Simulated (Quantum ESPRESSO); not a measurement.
A calculation with Quantum ESPRESSO 7.5 of Sb (native input, structure typed inline):

The input pw.in:

```
&CONTROL
  calculation = 'scf'
  prefix = 'pwscf'
  outdir = './tmp'
  pseudo_dir = './pseudo'
  tprnfor = .true.
  tstress = .true.
  disk_io = 'nowf'
/
&SYSTEM
  ibrav = 0
  nat = 2
  ntyp = 1
  ecutwfc = 55
  ecutrho = 440
  nbnd = 22
  occupations = 'smearing'
  smearing = 'fd'
  degauss = 0.00367493
/
&ELECTRONS
  conv_thr = 4d-10
  electron_maxstep = 120
  mixing_beta = 0.5
/
ATOMIC_SPECIES
Sb   121.7600 sb_pbe_v1.4.uspp.F.UPF
CELL_PARAMETERS angstrom
   3.3545324186    0.0000000000    0.0000000000
  -1.6772662093    2.9051102923    0.0000000000
   0.0000000000    0.0000000000    5.4701606500
ATOMIC_POSITIONS crystal
Sb     0.6666666667    0.3333333333    0.7500000000
Sb     0.3333333333    0.6666666667    0.2500000000
K_POINTS automatic
9 9 5 0 0 0
```

Potentials or basis: SSSP 1.3 efficiency PBE.

Run with:

```bash
$ OMP_NUM_THREADS=1 pw.x -in pw.in > pw.out
```

This isn't the form of Sb at room conditions, which is rhombohedral.

Write the same calculation in another form: ASE script, structure from a POSCAR.

As run:

Contents of run.py:

```python
import numpy as np
from ase.calculators.espresso import Espresso, EspressoProfile
from ase.io import read

atoms = read('POSCAR')

input_data = {
    'control': {'calculation': 'scf', 'prefix': 'pwscf', 'outdir': './tmp', 'tprnfor': True, 'tstress': True, 'disk_io': 'nowf'},
    'system': {'ecutwfc': 55.0, 'ecutrho': 440.0, 'nbnd': 22, 'occupations': 'smearing', 'smearing': 'fd', 'degauss': 0.00367493},
    'electrons': {'conv_thr': 4e-10, 'electron_maxstep': 120, 'mixing_beta': 0.5},
}
pseudopotentials = {'Sb': 'sb_pbe_v1.4.uspp.F.UPF'}
profile = EspressoProfile(command='pw.x', pseudo_dir='pseudo')
dft = Espresso(profile=profile, input_data=input_data, pseudopotentials=pseudopotentials, kpts=(9, 9, 5), koffset=(0, 0, 0))
atoms.calc = dft

print(f'energy {atoms.get_potential_energy():.8f} eV')
print('forces (eV/A)')
print(np.round(atoms.get_forces(), 6))
print('stress (eV/A^3, Voigt)')
print(np.round(atoms.get_stress(), 8))
print(f'Fermi level {dft.get_fermi_level():.4f} eV')
```

POSCAR

```
Sb
1.0
    3.3545324186      0.0000000000      0.0000000000
   -1.6772662093      2.9051102923      0.0000000000
    0.0000000000      0.0000000000      5.4701606500
Sb
2
Direct
    0.6666666667      0.3333333333      0.7500000000
    0.3333333333      0.6666666667      0.2500000000
```

Potentials or basis: SSSP 1.3 efficiency PBE.

Launch:

```bash
$ OMP_NUM_THREADS=1 python run.py
```

Both were run:

|  | native input, structure typed inline | ASE script, structure from a POSCAR |
| --- | --- | --- |
| Pressure | 1.6 GPa | 1.6 GPa |
| Band gap on the k mesh | none (metal or under the smearing width) | none (metal or under the smearing width) |

Keys that steer only the numerical path or the files written may differ.
